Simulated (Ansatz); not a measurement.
TiO:

```
Ti O
1.0
     3.03100    0.00000    0.00000
    -1.51550    2.62492    0.00000
     0.00000    0.00000    3.23770
Ti O
1 1
Direct
  0.66667 0.33333 0.00000
  0.00000 0.00000 0.50000
```

* Program: Ansatz 0.2.0
* Task: relaxation of cell and atoms
* Functional: PBEsol
* Potentials or basis: Ansatz PAW
* Cutoff: 420 eV (not typed: the program's choice for these potentials)
* k mesh: 10 × 10 × 8
* Occupations: fermi-dirac, width 0.05 eV
* Spin: no spin polarisation

At the start: volume 12.88 Å³/atom.

Q: Where does the relaxation end?

A: It ends after 10 steps and the volume is 9.41 Å³/atom (-26.9 %); space group P-6m2 (No. 187, to 0.05 Å).

The path:
| step | energy change (eV) | largest force (eV/Å) | volume (Å³) |
| --- | --- | --- | --- |
| 1 | 0.0000 | 0.0000 | 25.76 |
| 2 | -0.6780 | 0.0000 | 23.04 |
| 3 | -1.1265 | 0.0000 | 20.60 |
| 4 | -1.2486 | 0.0000 | 18.52 |
| 5 | -1.2534 | 0.0000 | 18.93 |
| 6 | -1.2538 | 0.0000 | 18.89 |
| 7 | -1.2539 | 0.0000 | 18.87 |
| 8 | -1.2469 | 0.0000 | 18.87 |
| 9 | -1.2472 | 0.0000 | 18.82 |
| 10 | -1.2470 | 0.0000 | 18.82 |

Final structure:
```yaml
crystal:
  lattice:
    - [2.78921, 0.00000, 0.00000]
    - [-1.39460, 2.41553, 0.00000]
    - [0.00000, 0.00000, 2.79328]
  atoms:
    - { symbol: Ti, position: [0.66667, 0.33333, 0.00000] }
    - { symbol: O, position: [0.00000, 0.00000, 0.50000] }
```

Caveat: the volume moved by over 15 % at a fixed basis, so the end points are rough; the plane-wave basis is chosen anew once the cell has moved, so the energies of steps on either side of that aren't comparable; the pressure holds a Pulay correction of +0.7 GPa for the finite cutoff; the volume moved by -27 % from the deposited cell, more than functionals usually miss; the PAW data sets come from PBE, with cores solved anew for the run's functional, which leaves a small shift of forces and pressure.
